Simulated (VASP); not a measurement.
# BaTiO3 (Pm-3m) in VASP: settings compared, part 2 of 2

VASP 6.6.1.

## 9. Equation of state, PBE, 12.09 Å³/atom (volume scaled by 0.94)

Contents of INCAR:

```
SYSTEM = BaTiO3
ALGO = Normal ; EDIFF = 1E-7
ENCUT = 520 ; GGA = PE
ISIF = 2 ; ISMEAR = -1
LASPH = .True. ; LCHARG = .False.
LREAL = .False. ; LWAVE = .False.
NBANDS = 28 ; NELM = 100
PREC = Accurate ; SIGMA = 0.05
```

Contents of KPOINTS:

```
k-points
0
Gamma
  7 7 7
  0 0 0
```

Contents of POSCAR:

```
BaTiO3
1.0
    3.9242219515      0.0000000000      0.0000000000
    0.0000000000      3.9242219515      0.0000000000
    0.0000000000      0.0000000000      3.9242219515
Ba Ti O
1 1 3
Direct
    0.5000000000      0.5000000000      0.5000000000
    0.0000000000      0.0000000000      0.0000000000
    0.0000000000      0.0000000000      0.5000000000
    0.0000000000      0.5000000000      0.0000000000
    0.5000000000      0.0000000000      0.0000000000
```

Potentials or basis: VASP PAW PBE potentials, release 64 (Ba_sv, Ti_sv, O).

Run with:

```bash
$ cat potpaw_PBE.64/Ba_sv/POTCAR potpaw_PBE.64/Ti_sv/POTCAR potpaw_PBE.64/O/POTCAR > POTCAR
$ mpirun -np 1 vasp_std > vasp.out
```

Wall time 34 s (1 thread of Intel Xeon Platinum 8488C (Sapphire Rapids), shared host); peak memory 0.18 GiB.

Results (log left out):

- Free energy: -39.7410 eV
- Pressure: 16.0 GPa
- Band gap on the k mesh: 1.93 eV, indirect (least direct gap 1.95 eV)

Caveat: spin-orbit coupling is left out, which moves the levels of the heavy elements; an odd mesh through Γ misses points on the zone boundary, where band edges often lie.

## 10. Equation of state, PBE, 12.34 Å³/atom (volume scaled by 0.96)

Contents of INCAR:

```
PREC = Accurate
ENCUT = 520
EDIFF = 1E-7
ISMEAR = -1
SIGMA = 0.05
LREAL = F
LASPH = T
NELM = 100
ALGO = Normal
ISIF = 2
LWAVE = F
LCHARG = F
GGA = PE
NBANDS = 28
```

Contents of KPOINTS:

```
Automatic mesh
0
Gamma
  7 7 7
```

POSCAR: that of step 9 with these lines changed.

```diff
@@ -2,5 +2,5 @@
 1.0
-    3.9242219515      0.0000000000      0.0000000000
-    0.0000000000      3.9242219515      0.0000000000
-    0.0000000000      0.0000000000      3.9242219515
+    3.9518582279      0.0000000000      0.0000000000
+    0.0000000000      3.9518582279      0.0000000000
+    0.0000000000      0.0000000000      3.9518582279
 Ba Ti O
```

Run with:

```bash
$ cat potpaw_PBE.64/Ba_sv/POTCAR potpaw_PBE.64/Ti_sv/POTCAR potpaw_PBE.64/O/POTCAR > POTCAR
$ mpirun -np 1 vasp_std > vasp.out
```

Run time: 36 s. Hardware: 1 thread of Intel Xeon Platinum 8488C (Sapphire Rapids), shared host; peak memory 0.18 GiB.

The run converged. Its results:

```
Free energy            : -39.8517 eV
Pressure               : 11.3 GPa
Band gap on the k mesh : 1.88 eV, indirect (least direct gap 1.93 eV)
```

Caveat: spin-orbit coupling is left out, which moves the levels of the heavy elements; an odd mesh through Γ misses points on the zone boundary, where band edges often lie.

## 11. Equation of state, PBE, 12.60 Å³/atom (volume scaled by 0.98)

Contents of INCAR:

```
ALGO = Normal ; EDIFF = 1E-7
ENCUT = 520 ; GGA = PE
ISIF = 2 ; ISMEAR = -1
LASPH = True ; LCHARG = False
LREAL = False ; LWAVE = False
NBANDS = 28 ; NELM = 100
PREC = Accurate ; SIGMA = 0.05
```

Contents of KPOINTS:

```
k-points
0
Gamma
  7 7 7
```

POSCAR: that of step 10 with these lines changed.

```diff
@@ -2,5 +2,5 @@
 1.0
-    3.9518582279      0.0000000000      0.0000000000
-    0.0000000000      3.9518582279      0.0000000000
-    0.0000000000      0.0000000000      3.9518582279
+    3.9791132838      0.0000000000      0.0000000000
+    0.0000000000      3.9791132838      0.0000000000
+    0.0000000000      0.0000000000      3.9791132838
 Ba Ti O
```

Run with:

```bash
$ cat potpaw_PBE.64/Ba_sv/POTCAR potpaw_PBE.64/Ti_sv/POTCAR potpaw_PBE.64/O/POTCAR > POTCAR
$ mpirun -np 1 vasp_std > vasp.out
```

Wall time 37 s (1 thread of Intel Xeon Platinum 8488C (Sapphire Rapids), shared host); peak memory 0.18 GiB.

Results (log left out):

| Property | Result |
| --- | --- |
| Free energy | -39.9271 eV |
| Pressure | 7.2 GPa |
| Band gap on the k mesh | 1.84 eV, indirect (least direct gap 1.91 eV) |

Caveat: spin-orbit coupling is left out, which moves the levels of the heavy elements; an odd mesh through Γ misses points on the zone boundary, where band edges often lie.

## 12. Equation of state, PBE, 13.11 Å³/atom (volume scaled by 1.02)

Contents of INCAR:

```
PREC     = Accurate       # precision mode
ENCUT    = 520            # plane-wave cutoff, eV
EDIFF    = 1E-7           # SCF threshold, eV
ISMEAR   = -1             # smearing method
SIGMA    = 0.05           # smearing width, eV
LREAL    = False          # projectors in reciprocal space
LASPH    = True           # aspherical terms in the spheres
NELM     = 100            # most SCF steps
ALGO     = Normal         # electronic algorithm
ISIF     = 2              # what is computed and relaxed
LWAVE    = False          # write WAVECAR
LCHARG   = False          # write CHGCAR
GGA      = PE             # functional
NBANDS   = 28             # bands
```

Contents of KPOINTS:

```
regular mesh
0
Gamma
  7 7 7
```

POSCAR: that of step 11 with these lines changed.

```diff
@@ -2,5 +2,5 @@
 1.0
-    3.9791132838      0.0000000000      0.0000000000
-    0.0000000000      3.9791132838      0.0000000000
-    0.0000000000      0.0000000000      3.9791132838
+    4.0325305745      0.0000000000      0.0000000000
+    0.0000000000      4.0325305745      0.0000000000
+    0.0000000000      0.0000000000      4.0325305745
 Ba Ti O
```

Potentials or basis: VASP PAW PBE potentials, release 64 (Ba_sv, Ti_sv, O).

Run with:

```bash
$ cat potpaw_PBE.64/Ba_sv/POTCAR potpaw_PBE.64/Ti_sv/POTCAR potpaw_PBE.64/O/POTCAR > POTCAR
$ mpirun -np 1 vasp_std > vasp.out
```

It took 29 s on 1 thread of Intel Xeon Platinum 8488C (Sapphire Rapids), shared host; peak memory 0.19 GiB.

Results (log left out):

* Free energy: -39.9859 eV
* Pressure: 0.1 GPa
* Band gap on the k mesh: 1.76 eV, indirect (least direct gap 1.87 eV)

Caveat: spin-orbit coupling is left out, which moves the levels of the heavy elements; an odd mesh through Γ misses points on the zone boundary, where band edges often lie.

## 13. Equation of state, PBE, 13.37 Å³/atom (volume scaled by 1.04)

Contents of INCAR:

```
PREC = Accurate
ENCUT = 520
EDIFF = 1E-7
ISMEAR = -1
SIGMA = 0.05
LREAL = F
LASPH = T
NELM = 80
ALGO = Normal
ISIF = 2
LWAVE = F
LCHARG = F
GGA = PE
NBANDS = 28
```

KPOINTS is that of step 12.

POSCAR: that of step 12 with these lines changed.

```diff
@@ -2,5 +2,5 @@
 1.0
-    4.0325305745      0.0000000000      0.0000000000
-    0.0000000000      4.0325305745      0.0000000000
-    0.0000000000      0.0000000000      4.0325305745
+    4.0587165717      0.0000000000      0.0000000000
+    0.0000000000      4.0587165717      0.0000000000
+    0.0000000000      0.0000000000      4.0587165717
 Ba Ti O
```

Run with:

```bash
$ cat potpaw_PBE.64/Ba_sv/POTCAR potpaw_PBE.64/Ti_sv/POTCAR potpaw_PBE.64/O/POTCAR > POTCAR
$ mpirun -np 1 vasp_std > vasp.out
```

Run time: 35 s. Hardware: 1 thread of Intel Xeon Platinum 8488C (Sapphire Rapids), shared host; peak memory 0.18 GiB.

It converged, with:

- Free energy: -39.9756 eV
- Pressure: -2.9 GPa
- Band gap on the k mesh: 1.72 eV, indirect (least direct gap 1.84 eV)

Caveat: spin-orbit coupling is left out, which moves the levels of the heavy elements; an odd mesh through Γ misses points on the zone boundary, where band edges often lie.

## 14. Equation of state, PBE, 13.63 Å³/atom (volume scaled by 1.06)

Contents of INCAR:

```
PREC = Accurate ; ENCUT = 520
EDIFF = 1E-7 ; ISMEAR = -1
SIGMA = 0.05 ; LREAL = False
LASPH = True ; NELM = 100
ALGO = Normal ; ISIF = 2
LWAVE = False ; LCHARG = False
GGA = PE ; NBANDS = 28
```

KPOINTS is that of step 13.

POSCAR: that of step 13 with these lines changed.

```diff
@@ -2,5 +2,5 @@
 1.0
-    4.0587165717      0.0000000000      0.0000000000
-    0.0000000000      4.0587165717      0.0000000000
-    0.0000000000      0.0000000000      4.0587165717
+    4.0845689666      0.0000000000      0.0000000000
+    0.0000000000      4.0845689666      0.0000000000
+    0.0000000000      0.0000000000      4.0845689666
 Ba Ti O
```

Run with:

```bash
$ cat potpaw_PBE.64/Ba_sv/POTCAR potpaw_PBE.64/Ti_sv/POTCAR potpaw_PBE.64/O/POTCAR > POTCAR
$ mpirun -np 1 vasp_std > vasp.out
```

Wall time 35 s (1 thread of Intel Xeon Platinum 8488C (Sapphire Rapids), shared host); peak memory 0.19 GiB.

It converged, with:

- Free energy: -39.9424 eV
- Pressure: -5.6 GPa
- Band gap on the k mesh: 1.68 eV, indirect (least direct gap 1.82 eV)

Caveat: spin-orbit coupling is left out, which moves the levels of the heavy elements; an odd mesh through Γ misses points on the zone boundary, where band edges often lie.

## 15. Equation of state, PBE

Potentials or basis: VASP PAW PBE potentials, release 64 (Ba_sv, Ti_sv, O).

This step only gathers the single runs of the series.

What came out:

```yaml
Equilibrium_volume: 13.13 Å³/atom
Bulk_modulus: 161 GPa
Pressure_derivative_of_the_bulk_modulus: 4.6
```

Energy against volume, from the lowest point:
```csv
volume (Å³/atom),energy (meV/atom)
12.086,48.99
12.343,26.84
12.601,11.76
12.858,3.04
13.115,0.00
13.372,2.06
13.629,8.71
```

The run has no spin-orbit coupling, so splittings on Ba are missing. PBE usually gives volumes a little too large and moduli too small.
